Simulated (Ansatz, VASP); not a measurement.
# Two plane-wave programs on SnO2

Contents of INCAR:

```
SYSTEM = SnO2
  PREC = Accurate
  ENCUT = 520
  EDIFF = 1E-6
  ISMEAR = 0
  SIGMA = 0.05
  LREAL = .False.
  LASPH = .True.
  NELM = 60
  ALGO = Normal
  ISIF = 2
  LWAVE = .False.
  LCHARG = .True.
  GGA = CA
  LELF = .True.
  LVHAR = .True.
  NBANDS = 35
```

KPOINTS

```
regular mesh
0
Gamma
  6 6 8
  0 0 0
```

POSCAR

```
SnO2
1.0
    4.8299657324      0.0000000000      0.0000000000
    0.0000000000      4.8305590713      0.0000000000
    0.0000000000      0.0000000000      3.2631512253
Sn O
2 4
Direct
    0.5000000000      0.5000000000      0.5000000000
    0.0000000000      0.0000000000      0.0000000000
    0.3059833077      0.2543006016      0.0000000000
    0.8059833077      0.2456993984      0.5000000000
    0.1940166923      0.7543006016      0.5000000000
    0.6940166923      0.7456993984      0.0000000000
```

Input for Ansatz:

```yaml
crystal:
  lattice:
    - [4.8299657324, 0.0, 0.0]
    - [0.0, 4.8305590713, 0.0]
    - [0.0, 0.0, 3.2631512253]
  atoms:
    - { symbol: Sn, position: [0.5, 0.5, 0.5] }
    - { symbol: Sn, position: [0.0, 0.0, 0.0] }
    - { symbol: O, position: [0.3059833077, 0.2543006016, 0.0] }
    - { symbol: O, position: [0.8059833077, 0.2456993984, 0.5] }
    - { symbol: O, position: [0.1940166923, 0.7543006016, 0.5] }
    - { symbol: O, position: [0.6940166923, 0.7456993984, 0.0] }
basis:
  ecutwfc: 520.0
kpoints:
  mp_grid: { grid: [6, 6, 8] }
hamiltonian:
  xc: lda
scf:
  occupations: { method: gaussian, width: 0.05 }
output:
  forces: true
  stress: true
  eigenvalues: true
```

Alike in both runs: task single point; functional LDA; k mesh 6 × 6 × 8; occupations gaussian, width 0.05 eV; no spin polarisation.

|  | VASP | Ansatz |
| --- | --- | --- |
| version | VASP 6.6.1 | Ansatz 0.2.0 |
| potentials or method | VASP PAW LDA potentials, release 64 (Sn_d, O) | scalar-relativistic, plane waves, PAW |
| plane-wave cutoff (eV) | 520 | 520 |
| valence electrons in the cell | 52 | 52 |

```tsv
	VASP	Ansatz	Ansatz less VASP
gap on the k mesh at the Fermi level (eV)	0.71	0.71	-0.008
least direct gap on the mesh (eV)	1.01	1.02	+0.013
pressure (GPa)	-8.6	-9.3	-0.73
largest component of the traceless stress (GPa)	7.13	6.87	-0.254
rms of the force components (eV/Å)	1.439	1.408	-0.0306
```

Atom by atom the forces differ by 0.031 eV/Å (rms over components).

Caveats: spin-orbit coupling is left out, which moves the levels of the heavy elements; forces of over 1 eV/Å show positions far from the minimum, so gaps and moduli don't describe the material at rest. A k mesh can miss the band edges.
